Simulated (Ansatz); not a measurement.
**InSe (Fm-3m): compression over a wide range**

Aim: energy and pressure of InSe (Fm-3m) over a wide range of volumes, and a fit.

Computed with Ansatz 0.2.0 (DFT r²SCAN, scalar-relativistic, plane waves, PAW, unless a step's input says otherwise).

The runs add the D3(BJ) dispersion term to the functional named.

## Step 1: The structure to begin with

It takes space group Fm-3m (No. 225, cubic). Conventional cell: a = 5.830 Å, b = 5.830 Å, c = 5.830 Å, α = 90.00°, β = 90.00°, γ = 90.00°. In (site symmetry m-3m) is surrounded by 6 Se at 2.91 Å. Se (site symmetry m-3m) has 6 In at 2.91 Å as nearest neighbours.

Coordinates:

```cif
data_structure
_symmetry_space_group_name_H-M 'P 1'
_symmetry_Int_Tables_number 1
_cell_length_a 4.1221
_cell_length_b 4.1221
_cell_length_c 4.1221
_cell_angle_alpha 60.000
_cell_angle_beta 60.000
_cell_angle_gamma 60.000
_cell_volume 49.53
loop_
_atom_site_label
_atom_site_type_symbol
_atom_site_fract_x
_atom_site_fract_y
_atom_site_fract_z
_atom_site_occupancy
In1 In 0.00000 0.00000 0.00000 1
Se1 Se 0.50000 0.50000 0.50000 1
```

This cell comes from an earlier session at r²SCAN: 24.763 Å³/atom at 0.00 GPa, on a 14×14×14 mesh.

## Step 2: Volume × 0.96

input.yaml reads:

```yaml
crystal:
  lattice:
    - [0.0, 2.8753666859, 2.8753666859]
    - [2.8753666859, 0.0, 2.8753666859]
    - [2.8753666859, 2.8753666859, 0.0]
  atoms:
    - { symbol: In, position: [0.0, 0.0, 0.0] }
    - { symbol: Se, position: [0.5, 0.5, 0.5] }
basis:
  ecutwfc: 500
  ecutrho_ratio: 4
kpoints:
  mp_grid: { grid: [14, 14, 14] }
hamiltonian:
  xc: r2scan
  dispersion: d3bj
scf:
  occupations: { method: gaussian, width: 0.05 }
output:
  forces: true
  stress: true
  eigenvalues: true
```

On the command line:

```sh
ansatz run input.yaml --threads 1 --pin off --max-ram 2560MiB --backend cpu --events-out ev --progress --plain --runs-dir out
```

The program printed (excerpt; [...] marks lines left out):

```text
Warning: the engine holds no damping parameters fitted to this dispersion correction and functional, so the run takes those fitted to r2scan beside the three-body term, which d3bj leaves out (hamiltonian.dispersion, under Limitations)
Warning: RAYON_NUM_THREADS=1 ignored (pool sized by the plan → 1); use --threads N
[...]
Pseudopotentials: kind: paw
Pseudopotential: In, paw, valence charge 13, recommended cutoff 500 eV (meta_gga), In.paw.azcp
Pseudopotential: Se, paw, valence charge 16, recommended cutoff 500 eV (meta_gga), Se.paw.azcp
Functional definition: r2SCAN
[...]
Crystal: 2 atoms, lattice volume = 47.546 Å³
Basis set: ecut = 500 eV, 1243 PW (Γ), exchange–correlation on 120×120×120 points (64 copies of the dense FFT grid, shifted against one another)
Bands: 19, of which v1, the nominal top of the filled ones, is band 15 counted from 1 (14 counted from 0)
Symmetry: 48 space group operations
Space group: Fm-3m (ITA 225), of the structure as read, at distance tolerance 3.6e-5 Å
k-points: 104 of 2744
[...]
SCF iter   1: F=—  HF=-11091.337180 eV  |F-HF|=—  |Δ(HF+E_count)|=         —  Δρ=6.90e-3  dr2=1.76e-2  dr2_τ=3.39e-3  ethr=1.77e-3  ⟨swp⟩=6.0  Hψ=9722  notcnv=0
[...]
SCF iter   7: F=-11091.351547 eV  HF=-11091.351547 eV  |F-HF|=1.75e-8  |Δ(HF+E_count)|=   1.45e-7  Δρ=6.95e-6  dr2=4.07e-8  dr2_τ=5.08e-10  ethr=3.45e-10  ⟨swp⟩=6.4  Hψ=9256  notcnv=0
[...]
SCF converged after 7 iterations
Free energy (F): -11091.351547 eV
[...]
E sigma→0 (E₀):  -11091.350768 eV
Entropy (-TS):   -0.001557 eV (-0.778 meV/atom)
Fermi energy:    10.708973 eV
[...]
--- Forces (eV/Å), atoms counted from 1 ---
  atom   1  In    -0.00000000    -0.00000000    -0.00000000
  atom   2  Se     0.00000000    -0.00000000     0.00000000
[...]
--- Stress (GPa, compression-positive) ---
        2.673886       0.000000       0.000000
        0.000000       2.673886       0.000000
        0.000000      -0.000000       2.673886
  P = ⅓ Tr σ = 2.6739 GPa (26.739 kbar)
--- Band table (eV; the first three rows and the last of 104) ---
  k-point 0: bands = ["-38.5730", "-38.5730", "-38.5689", "-38.5689", "-38.5689", "-4.9276", "-4.9276", "-4.9158", "-4.9158", "-4.9158", "-4.7163", "7.9568", "7.9568", "7.9568", "7.9771", "17.2989", "17.2989", "17.2989", "17.6147"]
[...]
```

It took 16 s on 1 thread of Intel Xeon Platinum 8175M at 2.50GHz (Skylake/Cascade Lake), shared host; peak memory 0.6 GiB.

This gives: volume 23.773 Å³/atom, pressure 2.67 GPa, a metal on this mesh.

## Step 3: Volume × 1.04

Changes to input.yaml since step 2:

```diff
@@ -2,5 +2,5 @@
   lattice:
-    - [0.0, 2.8753666859, 2.8753666859]
-    - [2.8753666859, 0.0, 2.8753666859]
-    - [2.8753666859, 2.8753666859, 0.0]
+    - [0.0, 2.9531166719, 2.9531166719]
+    - [2.9531166719, 0.0, 2.9531166719]
+    - [2.9531166719, 2.9531166719, 0.0]
   atoms:
```

On the command line:

```sh
ansatz run input.yaml --threads 1 --pin off --max-ram 2560MiB --backend cpu --events-out ev --progress --plain --runs-dir out
```

The program printed (excerpt; [...] marks lines left out):

```text
Warning: the engine holds no damping parameters fitted to this dispersion correction and functional, so the run takes those fitted to r2scan beside the three-body term, which d3bj leaves out (hamiltonian.dispersion, under Limitations)
Warning: RAYON_NUM_THREADS=1 ignored (pool sized by the plan → 1); use --threads N
[...]
[... 4 set-up lines as earlier in the session ...]
[...]
Crystal: 2 atoms, lattice volume = 51.508 Å³
Basis set: ecut = 500 eV, 1291 PW (Γ), exchange–correlation on 128×128×128 points (64 copies of the dense FFT grid, shifted against one another)
Bands: 19, of which v1, the nominal top of the filled ones, is band 15 counted from 1 (14 counted from 0)
[... 1 set-up line as earlier in the session ...]
Space group: Fm-3m (ITA 225), of the structure as read, at distance tolerance 3.7e-5 Å
k-points: 104 of 2744
[...]
SCF iter   1: F=—  HF=-11091.346529 eV  |F-HF|=—  |Δ(HF+E_count)|=         —  Δρ=6.68e-3  dr2=1.93e-2  dr2_τ=2.31e-3  ethr=1.77e-3  ⟨swp⟩=6.0  Hψ=9731  notcnv=0
[...]
SCF iter   7: F=-11091.353578 eV  HF=-11091.353578 eV  |F-HF|=3.35e-9  |Δ(HF+E_count)|=   1.37e-7  Δρ=3.37e-6  dr2=6.58e-9  dr2_τ=2.27e-10  ethr=3.45e-10  ⟨swp⟩=6.7  Hψ=8739  notcnv=0
[...]
SCF converged after 7 iterations
Free energy (F): -11091.353578 eV
[...]
E sigma→0 (E₀):  -11091.352816 eV
Entropy (-TS):   -0.001523 eV (-0.762 meV/atom)
Fermi energy:    9.335461 eV
[...]
--- Forces (eV/Å), atoms counted from 1 ---
  atom   1  In    -0.00000000     0.00000000     0.00000000
  atom   2  Se     0.00000000     0.00000000    -0.00000000
[...]
--- Stress (GPa, compression-positive) ---
       -2.170685      -0.000000      -0.000000
       -0.000000      -2.170685       0.000000
       -0.000000      -0.000000      -2.170685
  P = ⅓ Tr σ = -2.1707 GPa (-21.707 kbar)
--- Band table (eV; the first three rows and the last of 104) ---
  k-point 0: bands = ["-39.6290", "-39.6290", "-39.6259", "-39.6259", "-39.6259", "-6.0766", "-6.0766", "-6.0702", "-6.0702", "-6.0702", "-5.3959", "6.4370", "6.9230", "6.9230", "6.9230", "16.0070", "16.0070", "16.0070", "16.1043"]
[...]
```

Wall time 19 s (1 thread of Intel Xeon Platinum 8175M at 2.50GHz (Skylake/Cascade Lake), shared host); peak memory 0.64 GiB.

Result: volume 25.754 Å³/atom, pressure -2.17 GPa, a metal on this mesh.

## Step 4: Volume × 0.92

Changes to input.yaml since step 3:

```diff
@@ -2,5 +2,5 @@
   lattice:
-    - [0.0, 2.9531166719, 2.9531166719]
-    - [2.9531166719, 0.0, 2.9531166719]
-    - [2.9531166719, 2.9531166719, 0.0]
+    - [0.0, 2.8348631684, 2.8348631684]
+    - [2.8348631684, 0.0, 2.8348631684]
+    - [2.8348631684, 2.8348631684, 0.0]
   atoms:
```

On the command line:

```sh
ansatz run input.yaml --threads 1 --pin off --max-ram 2560MiB --backend cpu --events-out ev --progress --plain --runs-dir out
```

The program printed (excerpt; [...] marks lines left out):

```text
Warning: the engine holds no damping parameters fitted to this dispersion correction and functional, so the run takes those fitted to r2scan beside the three-body term, which d3bj leaves out (hamiltonian.dispersion, under Limitations)
Warning: RAYON_NUM_THREADS=1 ignored (pool sized by the plan → 1); use --threads N
[...]
[... 4 set-up lines as earlier in the session ...]
[...]
Crystal: 2 atoms, lattice volume = 45.564 Å³
Basis set: ecut = 500 eV, 1139 PW (Γ), exchange–correlation on 120×120×120 points (64 copies of the dense FFT grid, shifted against one another)
Bands: 19, of which v1, the nominal top of the filled ones, is band 15 counted from 1 (14 counted from 0)
[... 2 set-up lines as earlier in the session ...]
k-points: 104 of 2744
[...]
SCF iter   1: F=—  HF=-11091.279436 eV  |F-HF|=—  |Δ(HF+E_count)|=         —  Δρ=6.97e-3  dr2=1.64e-2  dr2_τ=4.18e-3  ethr=1.77e-3  ⟨swp⟩=6.0  Hψ=9760  notcnv=0
[...]
SCF iter   7: F=-11091.298662 eV  HF=-11091.298662 eV  |F-HF|=3.08e-8  |Δ(HF+E_count)|=   1.24e-7  Δρ=8.04e-6  dr2=5.28e-8  dr2_τ=5.95e-10  ethr=3.45e-10  ⟨swp⟩=6.5  Hψ=9360  notcnv=0
[...]
SCF converged after 7 iterations
Free energy (F): -11091.298662 eV
[...]
E sigma→0 (E₀):  -11091.297868 eV
Entropy (-TS):   -0.001588 eV (-0.794 meV/atom)
Fermi energy:    11.488992 eV
[...]
--- Forces (eV/Å), atoms counted from 1 ---
  atom   1  In    -0.00000000    -0.00000000     0.00000000
  atom   2  Se     0.00000000    -0.00000000    -0.00000000
[...]
--- Stress (GPa, compression-positive) ---
        5.998353      -0.000000      -0.000000
        0.000000       5.998353      -0.000000
        0.000000      -0.000000       5.998353
  P = ⅓ Tr σ = 5.9984 GPa (59.984 kbar)
--- Band table (eV; the first three rows and the last of 104) ---
  k-point 0: bands = ["-37.9842", "-37.9842", "-37.9793", "-37.9793", "-37.9793", "-4.3432", "-4.2872", "-4.2872", "-4.2721", "-4.2721", "-4.2721", "8.5406", "8.5406", "8.5406", "8.8593", "17.9730", "17.9730", "17.9730", "18.5156"]
[...]
```

Wall time 13 s (1 thread of Intel Xeon Platinum 8175M at 2.50GHz (Skylake/Cascade Lake), shared host); peak memory 0.6 GiB.

This gives: volume 22.782 Å³/atom, pressure 6.00 GPa, a metal on this mesh.

## Step 5: Volume × 0.88

Changes to input.yaml since step 4:

```diff
@@ -2,5 +2,5 @@
   lattice:
-    - [0.0, 2.8348631684, 2.8348631684]
-    - [2.8348631684, 0.0, 2.8348631684]
-    - [2.8348631684, 2.8348631684, 0.0]
+    - [0.0, 2.7931679474, 2.7931679474]
+    - [2.7931679474, 0.0, 2.7931679474]
+    - [2.7931679474, 2.7931679474, 0.0]
   atoms:
```

On the command line:

```sh
ansatz run input.yaml --threads 1 --pin off --max-ram 2560MiB --backend cpu --events-out ev --progress --plain --runs-dir out
```

The program printed (excerpt; [...] marks lines left out):

```text
Warning: the engine holds no damping parameters fitted to this dispersion correction and functional, so the run takes those fitted to r2scan beside the three-body term, which d3bj leaves out (hamiltonian.dispersion, under Limitations)
Warning: RAYON_NUM_THREADS=1 ignored (pool sized by the plan → 1); use --threads N
[...]
[... 4 set-up lines as earlier in the session ...]
[...]
Crystal: 2 atoms, lattice volume = 43.583 Å³
Basis set: ecut = 500 eV, 1067 PW (Γ), exchange–correlation on 120×120×120 points (64 copies of the dense FFT grid, shifted against one another)
Bands: 19, of which v1, the nominal top of the filled ones, is band 15 counted from 1 (14 counted from 0)
[... 1 set-up line as earlier in the session ...]
Space group: Fm-3m (ITA 225), of the structure as read, at distance tolerance 3.5e-5 Å
k-points: 104 of 2744
[...]
SCF iter   1: F=—  HF=-11091.174708 eV  |F-HF|=—  |Δ(HF+E_count)|=         —  Δρ=7.03e-3  dr2=1.52e-2  dr2_τ=5.22e-3  ethr=1.77e-3  ⟨swp⟩=5.9  Hψ=9821  notcnv=0
[...]
SCF iter   7: F=-11091.199517 eV  HF=-11091.199517 eV  |F-HF|=1.81e-8  |Δ(HF+E_count)|=   1.24e-7  Δρ=7.85e-6  dr2=4.60e-8  dr2_τ=4.96e-10  ethr=3.45e-10  ⟨swp⟩=6.5  Hψ=8724  notcnv=0
[...]
SCF converged after 7 iterations
Free energy (F): -11091.199517 eV
[...]
E sigma→0 (E₀):  -11091.198775 eV
Entropy (-TS):   -0.001483 eV (-0.742 meV/atom)
Fermi energy:    12.323924 eV
[...]
--- Forces (eV/Å), atoms counted from 1 ---
  atom   1  In    -0.00000000     0.00000000     0.00000000
  atom   2  Se     0.00000000     0.00000000     0.00000000
[...]
--- Stress (GPa, compression-positive) ---
       10.234588      -0.000000       0.000000
       -0.000000      10.234588       0.000000
       -0.000000       0.000000      10.234588
  P = ⅓ Tr σ = 10.2346 GPa (102.346 kbar)
--- Band table (eV; the first three rows and the last of 104) ---
  k-point 0: bands = ["-37.3382", "-37.3382", "-37.3325", "-37.3325", "-37.3325", "-3.9410", "-3.6007", "-3.6007", "-3.5819", "-3.5819", "-3.5819", "9.1799", "9.1799", "9.1799", "9.8301", "18.7076", "18.7077", "18.7077", "19.4909"]
[...]
```

Run time: 17 s. Hardware: 1 thread of Intel Xeon Platinum 8175M at 2.50GHz (Skylake/Cascade Lake), shared host; peak memory 0.59 GiB.

This gives: volume 21.792 Å³/atom, pressure 10.23 GPa, metallic.

## Step 6: Volume × 0.84

Changes to input.yaml since step 5:

```diff
@@ -2,5 +2,5 @@
   lattice:
-    - [0.0, 2.7931679474, 2.7931679474]
-    - [2.7931679474, 0.0, 2.7931679474]
-    - [2.7931679474, 2.7931679474, 0.0]
+    - [0.0, 2.7501892977, 2.7501892977]
+    - [2.7501892977, 0.0, 2.7501892977]
+    - [2.7501892977, 2.7501892977, 0.0]
   atoms:
```

On the command line:

```sh
ansatz run input.yaml --threads 1 --pin off --max-ram 2560MiB --backend cpu --events-out ev --progress --plain --runs-dir out
```

The program printed (excerpt; [...] marks lines left out):

```text
Warning: the engine holds no damping parameters fitted to this dispersion correction and functional, so the run takes those fitted to r2scan beside the three-body term, which d3bj leaves out (hamiltonian.dispersion, under Limitations)
Warning: RAYON_NUM_THREADS=1 ignored (pool sized by the plan → 1); use --threads N
[...]
[... 4 set-up lines as earlier in the session ...]
[...]
Crystal: 2 atoms, lattice volume = 41.602 Å³
Basis set: ecut = 500 eV, 1067 PW (Γ), exchange–correlation on 120×120×120 points (64 copies of the dense FFT grid, shifted against one another)
Bands: 19, of which v1, the nominal top of the filled ones, is band 15 counted from 1 (14 counted from 0)
[... 2 set-up lines as earlier in the session ...]
k-points: 104 of 2744
[...]
SCF iter   1: F=—  HF=-11091.010323 eV  |F-HF|=—  |Δ(HF+E_count)|=         —  Δρ=7.07e-3  dr2=1.40e-2  dr2_τ=6.61e-3  ethr=1.77e-3  ⟨swp⟩=5.9  Hψ=9898  notcnv=0
[...]
SCF iter   7: F=-11091.041769 eV  HF=-11091.041769 eV  |F-HF|=1.87e-8  |Δ(HF+E_count)|=   1.21e-7  Δρ=8.55e-6  dr2=5.04e-8  dr2_τ=4.70e-10  ethr=3.45e-10  ⟨swp⟩=6.5  Hψ=8730  notcnv=0
[...]
SCF converged after 7 iterations
Free energy (F): -11091.041769 eV
[...]
E sigma→0 (E₀):  -11091.040906 eV
Entropy (-TS):   -0.001727 eV (-0.863 meV/atom)
Fermi energy:    13.232559 eV
[...]
--- Forces (eV/Å), atoms counted from 1 ---
  atom   1  In    -0.00000000     0.00000000    -0.00000000
  atom   2  Se     0.00000000     0.00000000     0.00000000
[...]
--- Stress (GPa, compression-positive) ---
       15.440275       0.000000       0.000000
       -0.000000      15.440275      -0.000000
        0.000000       0.000000      15.440275
  P = ⅓ Tr σ = 15.4403 GPa (154.403 kbar)
--- Band table (eV; the first three rows and the last of 104) ---
  k-point 0: bands = ["-36.6413", "-36.6413", "-36.6346", "-36.6346", "-36.6346", "-3.5099", "-2.8579", "-2.8579", "-2.8350", "-2.8350", "-2.8350", "9.8786", "9.8786", "9.8786", "10.9022", "19.5114", "19.5114", "19.5114", "20.5516"]
[...]
```

It took 14 s on 1 thread of Intel Xeon Platinum 8175M at 2.50GHz (Skylake/Cascade Lake), shared host; peak memory 0.58 GiB.

In short: volume 20.801 Å³/atom, pressure 15.44 GPa, metallic.

## Step 7: Volume × 0.8

Changes to input.yaml since step 6:

```diff
@@ -2,5 +2,5 @@
   lattice:
-    - [0.0, 2.7501892977, 2.7501892977]
-    - [2.7501892977, 0.0, 2.7501892977]
-    - [2.7501892977, 2.7501892977, 0.0]
+    - [0.0, 2.7058236476, 2.7058236476]
+    - [2.7058236476, 0.0, 2.7058236476]
+    - [2.7058236476, 2.7058236476, 0.0]
   atoms:
```

On the command line:

```sh
ansatz run input.yaml --threads 1 --pin off --max-ram 2560MiB --backend cpu --events-out ev --progress --plain --runs-dir out
```

The program printed (excerpt; [...] marks lines left out):

```text
Warning: the engine holds no damping parameters fitted to this dispersion correction and functional, so the run takes those fitted to r2scan beside the three-body term, which d3bj leaves out (hamiltonian.dispersion, under Limitations)
Warning: RAYON_NUM_THREADS=1 ignored (pool sized by the plan → 1); use --threads N
[...]
[... 4 set-up lines as earlier in the session ...]
[...]
Crystal: 2 atoms, lattice volume = 39.621 Å³
Basis set: ecut = 500 eV, 965 PW (Γ), exchange–correlation on 120×120×120 points (64 copies of the dense FFT grid, shifted against one another)
Bands: 19, of which v1, the nominal top of the filled ones, is band 15 counted from 1 (14 counted from 0)
[... 1 set-up line as earlier in the session ...]
Space group: Fm-3m (ITA 225), of the structure as read, at distance tolerance 3.4e-5 Å
k-points: 104 of 2744
[...]
SCF iter   1: F=—  HF=-11090.771733 eV  |F-HF|=—  |Δ(HF+E_count)|=         —  Δρ=7.26e-3  dr2=1.36e-2  dr2_τ=8.40e-3  ethr=1.77e-3  ⟨swp⟩=5.9  Hψ=9926  notcnv=0
[...]
SCF iter   7: F=-11090.810353 eV  HF=-11090.810353 eV  |F-HF|=1.37e-8  |Δ(HF+E_count)|=   1.12e-7  Δρ=9.16e-6  dr2=5.01e-8  dr2_τ=7.37e-10  ethr=3.45e-10  ⟨swp⟩=6.5  Hψ=8540  notcnv=0
[...]
SCF converged after 7 iterations
Free energy (F): -11090.810353 eV
[...]
E sigma→0 (E₀):  -11090.809593 eV
Entropy (-TS):   -0.001520 eV (-0.760 meV/atom)
Fermi energy:    14.211763 eV
[...]
--- Forces (eV/Å), atoms counted from 1 ---
  atom   1  In    -0.00000000    -0.00000000    -0.00000000
  atom   2  Se     0.00000000    -0.00000000    -0.00000000
[...]
--- Stress (GPa, compression-positive) ---
       22.285930       0.000000      -0.000000
        0.000000      22.285930       0.000000
       -0.000000       0.000000      22.285930
  P = ⅓ Tr σ = 22.2859 GPa (222.859 kbar)
--- Band table (eV; the first three rows and the last of 104) ---
  k-point 0: bands = ["-35.8612", "-35.8612", "-35.8533", "-35.8533", "-35.8533", "-3.0390", "-2.0597", "-2.0597", "-2.0324", "-2.0324", "-2.0324", "10.6527", "10.6527", "10.6527", "12.0920", "20.3950", "20.3950", "20.3950", "21.7077"]
[...]
```

Wall time 14 s (1 thread of Intel Xeon Platinum 8175M at 2.50GHz (Skylake/Cascade Lake), shared host); peak memory 0.56 GiB.

In short: volume 19.811 Å³/atom, pressure 22.29 GPa, metallic.

## Step 8: The curve

```
volume (Å³/atom)  energy above the lowest (meV/atom)  pressure (GPa)  gap on the mesh (eV)  space group
          19.811                               278.6            22.3                  0.00        Fm-3m
          20.801                               162.9            15.4                  0.00        Fm-3m
          21.792                                84.0            10.2                  0.00        Fm-3m
          22.782                                34.5             6.0                  0.00        Fm-3m
          23.773                                 8.0             2.7                  0.00        Fm-3m
          24.763                                 0.0             0.0                  0.00        Fm-3m
          25.754                                 7.0            -2.2                  0.00        Fm-3m
```

## Step 9: Summary of results

| quantity | value |
| --- | --- |
| range of pressure | -2.2 to 22.3 GPa |
| V0 (fit) | 24.76 Å³/atom |
| B0 (fit) | 60 GPa |
| B0′ (fit) | 4.54 |

A third-order Birch-Murnaghan fit follows the points with an rms miss of 0.04 meV/atom. Symmetry fixes shape and sites, so only the volume changes. Other structures may be lower in enthalpy at these pressures. Spin polarisation wasn't allowed in this run.
